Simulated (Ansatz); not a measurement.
# CoSi (P2_13): all-electron LAPW single point from a Python script

A script is to give an all-electron LAPW single point; the system is CoSi (P2_13).

The COD entry's cell or inner coordinates are ideal or old and differ from later refinements, so a difference from it is no clean test against experiment.

Program: Ansatz 0.2.0, driven from Python. Level of theory: DFT PBEsol, all-electron LAPW. These are calculated values, not measurements.

### Step 1. The structure

It takes space group P2_13 (No. 198, cubic). Conventional cell: a = 4.438 Å, b = 4.438 Å, c = 4.438 Å, α = 90.00°, β = 90.00°, γ = 90.00°. Co (site symmetry 3) has 7 Si at 2.28 to 2.47 Å as nearest neighbours. Si (site symmetry 3) is surrounded by 7 Co at 2.28 to 2.47 Å.

The script holds or builds the structure itself.

### Step 2. The script

Input file run_lapw.py:

```python
"""All-electron LAPW single point of CoSi."""

import warnings

import ansatz as az
import numpy as np

warnings.simplefilter("ignore", az.DeckWarning)

cell = (
    az.Lattice.of((4.438, 0.0, 0.0), (0.0, 4.438, 0.0), (0.0, 0.0, 4.438))
    .atom("Co", (0.14, 0.14, 0.14))
    .atom("Co", (0.36, 0.86, 0.64))
    .atom("Co", (0.64, 0.36, 0.86))
    .atom("Co", (0.86, 0.64, 0.36))
    .atom("Si", (0.843, 0.843, 0.843))
    .atom("Si", (0.657, 0.157, 0.343))
    .atom("Si", (0.343, 0.657, 0.157))
    .atom("Si", (0.157, 0.343, 0.657))
    .moments(Co=2.5)
)

calculation = (
    cell.calculation()
    .functional("pbesol")
    .spin("collinear")
    .kpoints(6)
    .occupations("cold", width=150 * az.meV)
    .pseudopotentials("all_electron", lapw=True)
    .density_of_states(energy_step=0.05, method="smearing", broadening_width=0.15)
)
outcome = calculation.run(threads=1)
r = outcome.report

for key in ("converged", "n_iterations", "n_electrons", "n_kpoints", "n_pw", "n_symmetry_ops", "free_energy_ev", "fermi_energy_ev"):
    print(f"{key:18s} {r[key]}")

dos = outcome.density_of_states()
energy = np.asarray(dos.energies_ev) - dos.fermi_ev
states, count = np.asarray(dos.spin_summed_g_bin_mean_per_ev), np.asarray(dos.spin_summed_integrated)
g_fermi = float(np.interp(0.0, energy, states))
print(f"g(E_F) = {g_fermi:.3f} states/eV per cell")
# Sommerfeld coefficient of bare band electrons: pi^2 k_B^2 g / 3
gamma = np.pi ** 2 / 3 * 8.617333e-5 ** 2 * g_fermi * 96485.33e3 / len(outcome.lattice.sites)
print(f"bare Sommerfeld coefficient {gamma:.2f} mJ/(mol of atoms K^2)")
for low, high in ((-10, -6), (-6, -3), (-3, 0), (0, 3)):
    print(f"states between {low} and {high} eV: {np.interp(high, energy, count) - np.interp(low, energy, count):.3f}")

errors = r["lapw_basis_errors"]
print(f"estimated basis error {1000 * errors['total_ev_per_atom']:.3f} meV/atom, target {1000 * errors['basis_error_target_ev_per_atom']:.3f}")
for sphere in errors["spheres"]:
    print(f"  {sphere['species']:2s} muffin-tin radius {sphere['muffin_tin_radius_ang']:.3f} A, core shells {sphere['core_shells']}")
```

### Step 3. Running it

Run with:

```sh
$ python run_lapw.py
```

The log of the run:

```text
RunWarning: the starting moments were not kept: the SCF closed with an absolute magnetisation of 1.0e-5 μB, where they sum to 10 μB in size (4 sites). That is at most 0.1 of that sum. Measured as dr2_m measures the in/out step, that magnetisation stands 4.2e-12 eV from none, at or under the dr2_threshold of 1.0e-7 eV: it is no larger than a step whose dr2_m would equal this threshold. The system [...]
converged          True
n_iterations       14
n_electrons        116.0
n_kpoints          24
n_pw               1357
n_symmetry_ops     12
free_energy_ev     -183055.2994052545
fermi_energy_ev    17.794632286574924
g(E_F) = 2.887 states/eV per cell
bare Sommerfeld coefficient 0.85 mJ/(mol of atoms K^2)
states between -10 and -6 eV: 6.496
states between -6 and -3 eV: 13.090
states between -3 and 0 eV: 28.636
states between 0 and 3 eV: 9.318
estimated basis error 0.080 meV/atom, target 0.250
  Si muffin-tin radius 1.052 A, core shells 1
  Co muffin-tin radius 1.231 A, core shells 3
```

(Warnings from the package without file and line, shortened.)

Wall time 14 min (1 thread of Arm Neoverse N1, shared host); peak memory 1.4 GiB.

Lines on the test bed's own set-up are left out of the output.

### Step 4. Size and end state of the run

From the engine's report, whether the script printed it or not:

```
             item          value
SCF cycles in all             14
  k-points solved             24
      plane waves           1357
            bands             76
valence electrons            116
 free energy (eV)  -183055.29941
 Fermi level (eV)         17.795
```

### Step 5. Results

| quantity | value |
| --- | --- |
| free energy | -183055.2994 eV (-22881.9124 eV/atom) |
| gap on the mesh | none |
| moment, net / absolute | 0.00 / 0.00 μB per cell |

**Reading.** Filled and empty levels meet on the mesh: no gap at this level. The starting moments died away: the state reached is non-magnetic. Reading the output:
- All-electron totals depend on functional, relativistic treatment and basis; only differences at equal settings carry meaning.
- The SCF didn't keep the moments it started from (some shrank, vanished or turned); what is printed is the state reached.
- For a metal this k-point mesh is coarse: on a finer one energies can move by several to tens of meV an atom and pressures by half a GPa or more, differences at one mesh by less.
- An absolute Fermi energy rests on an arbitrary zero of the periodic potential and has no direct meaning.
- Of the deposited cell: the entry's cell lengths or inner coordinates differ somewhat from later room-temperature determinations.
- The density of states is complete only as far up as bands were computed. The starting moments were not kept in at least one run, so it stands on a weaker or other magnetic state than the one typed.
